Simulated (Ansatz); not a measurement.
BP:

```
P B
1.0
     0.00000    2.26900    2.26900
     2.26900    0.00000    2.26900
     2.26900    2.26900    0.00000
P B
1 1
Direct
  0.75000 0.75000 0.75000
  0.00000 0.00000 0.00000
```

Base run:

* Program: Ansatz 0.2.0
* Functional: exchange-only PBE
* Potentials or basis: Ansatz PAW
* Cutoff: 420 eV (not typed: the program's choice for these potentials)
* k mesh: 10 × 10 × 10
* Occupations: fermi-dirac, width 0.05 eV
* Spin: no spin polarisation

Its results: band gap on the k mesh 1.52 eV, indirect (least direct gap 3.53 eV); pressure 16.3 GPa.

Question: The run is repeated on the same cell with these changes: functional from exchange-only PBE to PBE; cutoff from 420 eV (not typed: the program's choice for these potentials) to 800 eV. What comes out?

Answer: Band gap on the k mesh 1.24 eV, indirect (least direct gap 3.40 eV); pressure 1.1 GPa.

Caveats: so large a pressure means that the cell lies far from this level's equilibrium, or that cutoff or potentials fall short (some runs); the PAW data sets come from PBE, with cores solved anew for the run's functional, which leaves a small shift of forces and pressure (some runs).
